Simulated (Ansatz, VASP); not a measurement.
# Two plane-wave programs on Sc

File INCAR:

```
SYSTEM = Sc
PREC = Accurate ; ENCUT = 520
EDIFF = 1E-6 ; ISMEAR = 0
SIGMA = 0.05 ; LREAL = .False.
LASPH = .True. ; NELM = 80
ALGO = Normal ; ISIF = 2
LWAVE = .False. ; LCHARG = .False.
GGA = CA ; NBANDS = 18
```

KPOINTS

```
Automatic mesh
0
Gamma
  9 9 5
  0 0 0
```

The input POSCAR:

```
Sc
1.0
    3.2642783016      0.0000000000      0.0000000000
   -1.6321391508      2.8269479342      0.0000000000
    0.0000000000      0.0000000000      5.2020304526
Sc
2
Direct
    0.6666666667      0.3333333333      0.7500000000
    0.3333333333      0.6666666667      0.2500000000
```

File input.yaml:

```yaml
crystal:
  lattice:
    - [3.2642783016, 0.0, 0.0]
    - [-1.6321391508, 2.8269479342, 0.0]
    - [0.0, 0.0, 5.2020304526]
  atoms:
    - { symbol: Sc, position: [0.6666666667, 0.3333333333, 0.75] }
    - { symbol: Sc, position: [0.3333333333, 0.6666666667, 0.25] }
hamiltonian:
  xc: lda
  pseudopotentials: { kind: paw }
kpoints:
  mp_grid: { grid: [9, 9, 5] }
scf:
  occupations: { method: gaussian, width: 0.05 }
output:
  forces: true
  stress: true
  eigenvalues: true
  write_density: true
  write_potential: true
  elf: true
  volumetric_format: npy
```

Alike in both runs: task single point; functional LDA; k mesh 9 × 9 × 5; occupations gaussian, width 0.05 eV; no spin polarisation.

```csv
,VASP,Ansatz
version,VASP 6.6.1,Ansatz 0.2.0
potentials or method,"VASP PAW LDA potentials, release 64 (Sc_sv)",Ansatz PAW
plane-wave cutoff (eV),520,420
valence electrons in the cell,22,22
```

|  | VASP | Ansatz | Ansatz less VASP |
| --- | --- | --- | --- |
| gap on the k mesh at the Fermi level (eV) | none | none | - |
| pressure (GPa) | -3.4 | -3.5 | -0.05 |
| largest component of the traceless stress (GPa) | 1.34 | 1.34 | -0.004 |

A gap of «none» marks a metal or a gap that the smearing closes.

Caveats: the PAW data sets come from PBE, with cores solved anew for the run's functional, which leaves a small shift of forces and pressure (Ansatz).
